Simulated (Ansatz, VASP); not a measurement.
## One calculation of SnO, two programs

```
CELL_PARAMETERS angstrom
0.00000 2.70821 2.70821
2.70821 0.00000 2.70821
2.70821 2.70821 0.00000
ATOMIC_POSITIONS crystal
Sn 0.00000 0.00000 0.00000
O 0.25000 0.25000 0.25000
```

The cell was built by a generator and needn't be a form met in nature.

Alike in both runs: task single point; functional r2SCAN; k mesh 6 × 6 × 6; occupations fermi-dirac, width 0.02 eV; no spin polarisation.

```csv
,VASP,Ansatz
version,VASP 6.6.1,Ansatz 0.2.0
potentials or method,"VASP PAW PBE potentials, release 64 (Sn_d, O)","plane waves, PAW"
plane-wave cutoff (eV),520,500
valence electrons in the cell,20,20
```

|  | VASP | Ansatz | Ansatz less VASP |
| --- | --- | --- | --- |
| pressure (GPa) | 0.2 | -0.1 | -0.33 |

With one functional, cell and mesh, what is left measures potentials, basis and numerics.

Caveats: the PAW data sets were made with another functional, which shifts forces and pressure a little (VASP).
